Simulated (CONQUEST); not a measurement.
A run of CONQUEST 1.3 is set up as follows.

Conquest_input

```
IO.Title SnSe
IO.Coordinates coords.dat
IO.FractionalAtomicCoords T
IO.Iprint 2
IO.Iprint_init 1
General.NumberOfSpecies 2
General.PseudopotentialType hamann
AtomMove.TypeOfRun static
AtomMove.FullStress T
Grid.GridCutoff 120
DM.SolutionMethod diagon
Diag.MPMesh T
Diag.GammaCentred T
Diag.MPMeshX 6
Diag.MPMeshY 6
Diag.MPMeshZ 3
Diag.kT 0.00183747
minE.SCTolerance 1e-6
Basis.MultisiteSF T
Multisite.LFD T
Multisite.Smear T
SC.MaxIters 100
IO.AtomChargeOutput T
%block ChemicalSpeciesLabel
1 118.710 Sn
2 78.960 Se
%endblock
%block Sn
Atom.NumberOfSupports 9
Atom.MultisiteRange 12
Atom.LFDRange 12
%endblock
%block Se
Atom.NumberOfSupports 9
Atom.MultisiteRange 12
Atom.LFDRange 12
%endblock
```

File coords.dat:

```
    7.9179524622     0.0000000000     0.0000000000
    0.0000000000     8.4281785158     0.0000000000
    0.0000000000     0.0000000000    21.5806723432
8
  0.7501360000   0.9099170000   0.8753190000 1 T T T
  0.2455770000   0.4110670000   0.6255730000 1 T T T
  0.7491900000   0.5946260000   0.3728620000 1 T T T
  0.2625250000   0.0854660000   0.1265620000 1 T T T
  0.7631490000   0.9887970000   0.6447880000 2 T T T
  0.2595380000   0.4844410000   0.8558790000 2 T T T
  0.7545270000   0.5090930000   0.1429490000 2 T T T
  0.2313560000   0.0116720000   0.3604920000 2 T T T
```

Potentials or basis: PseudoDojo NC PBE, DZP, multi-site functions of range 12 bohr, grid cutoff 120 Ha.

Launch:

```sh
$ Conquest
```

Problem. Estimate the band gap on the k mesh.

Solution. 0.62 eV, indirect (least direct gap 0.75 eV).

Problem. What does it give for the Mulliken charges?

Solution. Sn +0.41, +0.42; Se -0.41, -0.42 e.

Problem. Estimate the largest force.

Solution. 0.937 eV/Å.

Problem. What does it give for the pressure?

Solution. 4.4 GPa.

Stress tensor (GPa, compression positive):
```
3.32 0.64 0.13
0.64 2.91 0.01
0.13 0.01 7.09
```

Caveat: multi-site functions contract the basis, which raises the energy a little and makes forces and stress less exact; spin-orbit coupling is left out, which moves the levels of the heavy elements; an odd mesh through Γ misses points on the zone boundary, where band edges often lie; the basis of atomic orbitals isn't converged, which shifts pressures, moduli and gaps.
